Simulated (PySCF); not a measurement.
# Te2Mo in PySCF: density of states with PBEsol

Aim: the density of states of Te2Mo with PBEsol.

Program: PySCF 2.14.0. These are calculated values, not measurements. Logs are shortened: lines on timing, memory, paths and dates and some standing lists are left out, and cuts for length are marked.

## Step 1: The slab as given

The cell holds a slab with vacuum, 3 atoms: a = 3.560 Å, b = 3.560 Å, c = 17.524 Å, α = 90.00°, β = 90.00°, γ = 120.00°.

## Step 2: Density of states, PBEsol

File run.py:

```python
import json
import numpy as np
from pyscf.pbc import gto, scf, dft, df

cell = gto.Cell()
cell.basis = {'Mo': 'DZVP-MOLOPT-SR-GTH-q14', 'Te': 'DZVP-MOLOPT-SR-GTH-q6'}
cell.pseudo = {'Mo': 'GTH-PBE-q14', 'Te': 'GTH-PBE-q6'}
cell.fromfile('Te2Mo.xyz')
cell.ke_cutoff = 76  # hartree
cell.exp_to_discard = 0.02
cell.precision = 1e-08
cell.space_group_symmetry = True
cell.symmorphic = False
cell.max_memory = 5880  # MB
cell.verbose = 4
cell.build()

res = {}
kpts = cell.make_kpts([9, 9, 2], space_group_symmetry=True, time_reversal_symmetry=True)
cell.space_group_symmetry = False  # the mesh holds the operations; no search on the supercells of the integral code
mf = dft.KRKS(cell, kpts, xc='pbesol')
mf = mf.multigrid_numint()
mf = mf.smearing(sigma=0.00183747, method='fermi')  # hartree
mf.conv_tol = 1e-07
mf.max_cycle = 60

mf.kernel()
res.update(converged=bool(mf.converged), e_tot=mf.e_tot, nelec=cell.nelectron, nao=cell.nao, mesh=list(map(int, cell.mesh)), a=cell.lattice_vectors().tolist(), coords=cell.atom_coords().tolist(),
           mo_energy=[np.real(x).tolist() for x in mf.mo_energy], mo_occ=[np.real(x).tolist() for x in mf.mo_occ])
res.update(e_free=mf.e_free, e_zero=mf.e_zero)
res.update(kpts=kpts.kpts_scaled_ibz.tolist(), weights=kpts.weights_ibz.tolist())
res['parts'] = {k: float(np.real(v)) for k, v in mf.scf_summary.items() if np.isscalar(v)}
json.dump(res, open('results.json', 'w'))
if not mf.converged:
    raise SystemExit('SCF not converged')

print('levels (eV)')
for i, kp in enumerate(res['kpts'][:40]):
    print('k %7.4f %7.4f %7.4f  ' % tuple(kp), ' '.join('%.3f' % (x * 27.211386) for x in res['mo_energy'][i][:18]))

mf = mf.to_khf()  # unfold to the whole mesh
kpts = mf.kpts
# Mulliken populations
dm, s = np.asarray(mf.make_rdm1()), np.asarray(mf.get_ovlp())
sites = cell.aoslice_by_atom()[:, 2:]
tot = np.einsum('kij,kji->i', dm, s).real / len(kpts)
res['mulliken'] = [cell.atom_charge(i) - tot[a0:a1].sum() for i, (a0, a1) in enumerate(sites)]
print('Mulliken charges', np.round(res['mulliken'], 5))

# density of states, Gaussians of 0.15 eV
e = np.asarray(mf.mo_energy).real.reshape(1, -1) * 27.211386
ef = mf.get_fermi()
ef = np.max(ef) * 27.211386
x = np.arange(-15, 10.01, 0.1) + round(ef, 1)
dos = np.exp(-((x[:, None, None] - e) / 0.15) ** 2 / 2).sum(-1).T / (0.15 * np.sqrt(2 * np.pi) * len(kpts)) * 2
res.update(dos_e=x.tolist(), dos=dos.tolist())
for a, b in zip(x[::5], dos.T[::5]):
    print('%8.2f' % a, ' '.join('%9.4f' % y for y in b))

# density on a uniform mesh
grids = dft.gen_grid.UniformGrids(cell)
grids.mesh = [19, 19, 89]
grids.build()
ni = dft.numint.KNumInt()
rho = [ni.get_rho(cell, x, grids, kpts) for x in [dm]]
np.save('rho.npy', np.reshape(rho, (-1, *grids.mesh)))
res['done'] = True
json.dump(res, open('results.json', 'w'))
```

File Te2Mo.xyz:

```xyz
3
Lattice="3.5602328140 0.0000000000 0.0000000000 -1.7801164070 3.0832520603 0.0000000000 0.0000000000 0.0000000000 17.5240578200" Properties=species:S:1:pos:R:3 pbc="T T T"
Te    -0.0000000002      2.0555013736      1.7899870002
Te    -0.0000000002      2.0555013736     15.7340708198
Mo     0.0000000000      0.0000000000      0.0000000000
```

Potentials or basis: DZVP-MOLOPT-SR/GTH-PBE (potentials made for PBE).

On the command line:

```bash
> OMP_NUM_THREADS=4 python -u run.py > log
```

Standard output:

```text
Discarded 0 diffused primitive functions, 0 contracted functions
time reversal: True
k-points in IBZ                         weights
  0:  0.000000,  0.000000,  0.000000    1/162
  1:  0.000000,  0.000000,  0.500000    1/162
  2:  0.555556,  0.444444,  0.000000    6/162
  3:  0.555556,  0.444444,  0.500000    6/162
  4:  0.666667,  0.333333,  0.000000    6/162
  5:  0.666667,  0.333333,  0.500000    6/162
  6:  0.666667,  0.666667,  0.000000    2/162
  7:  0.666667,  0.666667,  0.500000    2/162
  8:  0.777778,  0.222222,  0.000000    6/162
  9:  0.777778,  0.222222,  0.500000    6/162
 10:  0.777778,  0.666667,  0.000000    12/162
 11:  0.777778,  0.666667,  0.500000    12/162
 12:  0.777778,  0.777778,  0.000000    6/162
 13:  0.777778,  0.777778,  0.500000    6/162
 14:  0.888889,  0.111111,  0.000000    6/162
 15:  0.888889,  0.111111,  0.500000    6/162
 16:  0.888889,  0.555556,  0.000000    6/162
 17:  0.888889,  0.555556,  0.500000    6/162
 18:  0.888889,  0.666667,  0.000000    12/162
 19:  0.888889,  0.666667,  0.500000    12/162
 20:  0.888889,  0.777778,  0.000000    12/162
 21:  0.888889,  0.777778,  0.500000    12/162
 22:  0.888889,  0.888889,  0.000000    6/162
 23:  0.888889,  0.888889,  0.500000    6/162

******** <class 'pyscf.pbc.scf.smearing.SmearingKsymAdaptedKRKS'> ********
method = SmearingKsymAdaptedKRKS
initial guess = minao
damping factor = 0
level_shift factor = 0
DIIS = <class 'pyscf.scf.diis.CDIIS'>
diis_start_cycle = 1
diis_space = 8
diis_damp = 0
SCF conv_tol = 1e-07
SCF conv_tol_grad = None
SCF max_cycles = 60
direct_scf = True
direct_scf_tol = 1e-13

******** PBC SCF flags ********
N kpts (BZ) = 162
N kpts (IBZ) = 24
Exchange divergence treatment (exxdiv) = ewald
    madelung (= occupied orbital energy shift) = 0.04767040298927672
    Total energy shift due to Ewald probe charge = -1/2 * Nelec*madelung = -0.619715238861
DF object = <pyscf.pbc.df.fft.FFTDF object>
XC functionals = pbesol
small_rho_cutoff = 0
Uniform grid, mesh = [ 29  29 131]
Set gradient conv threshold to 0.000316228
nelec by numeric integration = 25.99999999999856
init E= -84.0886969630223
    sigma = 0.00183747  Optimized mu = 0.21828018377  entropy = 0.000429375120146
nelec by numeric integration = 25.999999997990095
    Total E(T) = -82.2293165465031  Free energy = -82.229317335467  E0 = -82.229316940985
cycle= 1 E= -82.2293165465031  delta_E= 1.86  |g|= 14.3  |ddm|= 21.5
    sigma = 0.00183747  Optimized mu = -0.62099144339  entropy = 0.387690858792
nelec by numeric integration = 25.99999998543901
    Total E(T) = -63.5460039110261  Free energy = -63.5467162813484  E0 = -63.5463600961872
cycle= 2 E= -63.5460039110261  delta_E= 18.7  |g|= 37.2  |ddm|= 72.7
    sigma = 0.00183747  Optimized mu = 0.0106219981659  entropy = 0.00222294768753
nelec by numeric integration = 26.000000001160195
    Total E(T) = -84.3345721531036  Free energy = -84.3345762377033  E0 = -84.3345741954034
cycle= 3 E= -84.3345721531036  delta_E= -20.8  |g|= 3.23  |ddm|= 67.4
    sigma = 0.00183747  Optimized mu = 0.0548070334691  entropy = 6.72559793008e-06
nelec by numeric integration = 26.000000001467996
    Total E(T) = -84.457383626756  Free energy = -84.4573836391141  E0 = -84.457383632935
cycle= 4 E= -84.457383626756  delta_E= -0.123  |g|= 0.422  |ddm|= 5.16
    sigma = 0.00183747  Optimized mu = 0.0306344098029  entropy = 0.000169011304548
nelec by numeric integration = 26.000000001656744
    Total E(T) = -84.4496086055098  Free energy = -84.449608916063  E0 = -84.4496087607864
cycle= 5 E= -84.4496086055098  delta_E= 0.00778  |g|= 1.04  |ddm|= 2.21
    sigma = 0.00183747  Optimized mu = 0.0510269689167  entropy = 6.59612661499e-05
nelec by numeric integration = 26.000000001373827
    Total E(T) = -84.4610563997358  Free energy = -84.4610565209377  E0 = -84.4610564603367
cycle= 6 E= -84.4610563997358  delta_E= -0.0114  |g|= 0.139  |ddm|= 1.22
    sigma = 0.00183747  Optimized mu = 0.0486096971356  entropy = 3.39357666873e-05
nelec by numeric integration = 26.000000001531816
    Total E(T) = -84.4613499961068  Free energy = -84.4613500584628  E0 = -84.4613500272848
cycle= 7 E= -84.4613499961068  delta_E= -0.000294  |g|= 0.155  |ddm|= 0.45
    sigma = 0.00183747  Optimized mu = 0.0507716808898  entropy = 3.35904750759e-05
nelec by numeric integration = 26.000000001519606
    Total E(T) = -84.4616180182236  Free energy = -84.4616180799451  E0 = -84.4616180490843
cycle= 8 E= -84.4616180182236  delta_E= -0.000268  |g|= 0.0101  |ddm|= 0.182
    sigma = 0.00183747  Optimized mu = 0.0506975107226  entropy = 3.34341509376e-05
nelec by numeric integration = 26.000000001520693
    Total E(T) = -84.4616193600737  Free energy = -84.461619421508  E0 = -84.4616193907909
cycle= 9 E= -84.4616193600737  delta_E= -1.34e-06  |g|= 0.000608  |ddm|= 0.0143
    sigma = 0.00183747  Optimized mu = 0.0506971405201  entropy = 3.34306108288e-05
nelec by numeric integration = 26.00000000152026
    Total E(T) = -84.4616193660862  Free energy = -84.4616194275139  E0 = -84.4616193968001
cycle= 10 E= -84.4616193660862  delta_E= -6.01e-09  |g|= 6.55e-05  |ddm|= 0.00134
    sigma = 0.00183747  Optimized mu = 0.0506942236671  entropy = 3.34433264509e-05
nelec by numeric integration = 26.00000000152029
    Total E(T) = -84.4616193632351  Free energy = -84.4616194246862  E0 = -84.4616193939606
Extra cycle  E= -84.4616193632351  delta_E= 2.85e-09  |g|= 0.000491  |ddm|= 0.000656
converged SCF energy = -84.4616193632351
levels (eV)
k  0.0000  0.0000  0.0000   -61.265 -34.307 -34.190 -34.190 -11.731 -10.728 -4.169 -0.887 -0.887 -0.814 -0.089 -0.089 0.465 3.929 3.929 4.210 4.210 6.697
k  0.0000  0.0000  0.5000   -61.265 -34.307 -34.190 -34.190 -11.731 -10.728 -4.169 -0.887 -0.887 -0.814 -0.089 -0.089 0.465 3.929 3.929 4.210 4.210 6.697
k  0.5556  0.4444  0.0000   -61.257 -34.303 -34.282 -34.217 -9.882 -9.510 -4.480 -3.607 -2.537 -1.469 -0.711 0.042 0.427 2.297 2.528 4.124 4.556 5.164
k  0.5556  0.4444  0.5000   -61.257 -34.303 -34.282 -34.217 -9.882 -9.510 -4.480 -3.607 -2.537 -1.469 -0.711 0.042 0.427 2.297 2.528 4.124 4.556 5.164
k  0.6667  0.3333  0.0000   -61.259 -34.288 -34.278 -34.211 -10.442 -9.865 -3.665 -2.859 -2.697 -1.221 -0.545 -0.109 0.089 2.361 2.605 3.536 4.507 6.696
k  0.6667  0.3333  0.5000   -61.259 -34.288 -34.278 -34.211 -10.442 -9.865 -3.665 -2.859 -2.697 -1.221 -0.545 -0.109 0.089 2.361 2.605 3.536 4.507 6.696
k  0.6667  0.6667  0.0000   -61.256 -34.280 -34.279 -34.263 -9.490 -9.226 -3.724 -3.580 -3.032 -2.125 -2.106 -0.842 0.850 1.905 2.762 3.389 4.954 6.254
k  0.6667  0.6667  0.5000   -61.256 -34.280 -34.279 -34.263 -9.490 -9.226 -3.724 -3.580 -3.032 -2.125 -2.106 -0.842 0.850 1.905 2.762 3.389 4.954 6.254
k  0.7778  0.2222  0.0000   -61.262 -34.297 -34.239 -34.202 -11.100 -10.303 -3.542 -2.184 -1.889 -0.782 -0.380 -0.154 0.183 2.510 3.018 3.184 4.348 7.651
k  0.7778  0.2222  0.5000   -61.262 -34.297 -34.239 -34.202 -11.100 -10.303 -3.542 -2.184 -1.889 -0.782 -0.380 -0.154 0.183 2.510 3.018 3.184 4.348 7.651
k  0.7778  0.6667  0.0000   -61.257 -34.290 -34.280 -34.244 -9.654 -9.340 -3.989 -3.598 -2.428 -2.030 -1.863 -0.698 0.648 2.165 2.939 2.986 4.721 5.886
k  0.7778  0.6667  0.5000   -61.257 -34.290 -34.280 -34.244 -9.654 -9.340 -3.989 -3.598 -2.428 -2.030 -1.863 -0.698 0.648 2.165 2.939 2.986 4.721 5.886
k  0.7778  0.7778  0.0000   -61.258 -34.284 -34.280 -34.230 -10.111 -9.639 -3.659 -3.013 -2.400 -1.988 -1.448 -0.313 0.423 2.266 2.508 2.951 4.480 7.061
k  0.7778  0.7778  0.5000   -61.258 -34.284 -34.280 -34.230 -10.111 -9.639 -3.659 -3.013 -2.400 -1.988 -1.448 -0.313 0.423 2.266 2.508 2.951 4.480 7.061
k  0.8889  0.1111  0.0000   -61.264 -34.304 -34.204 -34.193 -11.567 -10.620 -3.989 -1.267 -1.168 -0.750 -0.310 0.062 0.427 3.337 3.399 3.863 4.083 7.244
k  0.8889  0.1111  0.5000   -61.264 -34.304 -34.204 -34.193 -11.567 -10.620 -3.989 -1.267 -1.168 -0.750 -0.310 0.062 0.427 3.337 3.399 3.863 4.083 7.244
k  0.8889  0.5556  0.0000   -61.257 -34.303 -34.281 -34.226 -9.729 -9.406 -4.464 -3.694 -2.479 -1.705 -0.710 -0.684 0.598 2.274 2.684 3.772 4.419 5.173
k  0.8889  0.5556  0.5000   -61.257 -34.303 -34.281 -34.226 -9.729 -9.406 -4.464 -3.694 -2.479 -1.705 -0.710 -0.684 0.598 2.274 2.684 3.772 4.419 5.173
k  0.8889  0.6667  0.0000   -61.258 -34.291 -34.284 -34.222 -10.043 -9.602 -4.028 -3.287 -2.521 -1.680 -0.742 -0.520 0.443 2.319 2.491 3.498 4.420 6.124
k  0.8889  0.6667  0.5000   -61.258 -34.291 -34.284 -34.222 -10.043 -9.602 -4.028 -3.287 -2.521 -1.680 -0.742 -0.520 0.443 2.319 2.491 3.498 4.420 6.124
k  0.8889  0.7778  0.0000   -61.260 -34.291 -34.261 -34.212 -10.681 -10.020 -3.355 -2.600 -2.344 -1.512 -0.587 -0.079 0.229 2.251 2.690 2.967 4.405 7.874
k  0.8889  0.7778  0.5000   -61.260 -34.291 -34.261 -34.212 -10.681 -10.020 -3.355 -2.600 -2.344 -1.512 -0.587 -0.079 0.229 2.251 2.690 2.967 4.405 7.874
k  0.8889  0.8889  0.0000   -61.262 -34.299 -34.227 -34.200 -11.251 -10.405 -3.666 -1.874 -1.574 -0.915 -0.559 0.190 0.299 2.712 2.864 3.223 4.282 7.818
k  0.8889  0.8889  0.5000   -61.262 -34.299 -34.227 -34.200 -11.251 -10.405 -3.666 -1.874 -1.574 -0.915 -0.559 0.190 0.299 2.712 2.864 3.223 4.282 7.818
Mulliken charges [ 0.43279  0.43279 -0.86558]
  -14.20    0.0000
  -13.70    0.0000
  -13.20    0.0000
  -12.70    0.0000
  -12.20    0.0005
  -11.70    0.3353
  -11.20    0.7101
  -10.70    1.3582
  -10.20    1.8343
   -9.70    3.0201
   -9.20    0.8939
   -8.70    0.0004
   -8.20    0.0000
   -7.70    0.0000
   -7.20    0.0000
   -6.70    0.0000
   -6.20    0.0000
   -5.70    0.0000
   -5.20    0.0000
   -4.70    0.2483
   -4.20    1.0691
   -3.70    3.2733
   -3.20    1.4921
   -2.70    2.2982
   -2.20    2.4365
   -1.70    2.9947
   -1.20    1.5435
   -0.70    5.3065
   -0.20    2.6268
    0.30    3.5664
    0.80    0.8607
    1.30    0.0016
    1.80    0.1620
    2.30    4.4629
    2.80    3.8856
    3.30    2.1925
    3.80    1.1544
    4.30    3.1517
    4.80    1.0824
    5.30    0.5470
    5.80    0.7471
    6.30    0.6829
    6.80    0.4546
    7.30    0.8265
    7.80    2.0419
    8.30    0.7543
    8.80    2.7050
    9.30    2.3806
    9.80    3.8151
   10.30    4.2890
   10.80    1.8811
```

It took 22 min on 4 threads of Intel Xeon at 2.50GHz (Skylake/Cascade Lake), shared host; peak memory 2 GiB.

Results:

```
Free energy            : -2298.3177 eV
Band gap on the k mesh : 1.06 eV, direct
Mulliken charges       : Te +0.43; Mo -0.87 e
```

States per cell in windows of 0.5 eV (zero at the valence-band top; states under -8 eV left out):
```tsv
from (eV)	total
-8.0	0.00
-7.5	0.00
-7.0	0.00
-6.5	0.00
-6.0	0.03
-5.5	0.39
-5.0	1.22
-4.5	1.26
-4.0	0.71
-3.5	1.63
-3.0	1.46
-2.5	1.14
-2.0	1.55
-1.5	1.75
-1.0	1.66
-0.5	1.14
0.0	0.06
0.5	0.02
1.0	1.18
1.5	2.07
2.0	1.58
2.5	0.83
3.0	0.96
3.5	1.27
4.0	0.36
4.5	0.16
5.0	0.52
5.5	0.20
6.0	0.33
6.5	0.73
7.0	0.52
7.5	0.98
```

Caveat: Mulliken charges move with the basis; spin-orbit coupling is left out, which moves the levels of the heavy elements; the basis of atomic orbitals isn't converged, which shifts pressures, moduli and gaps.
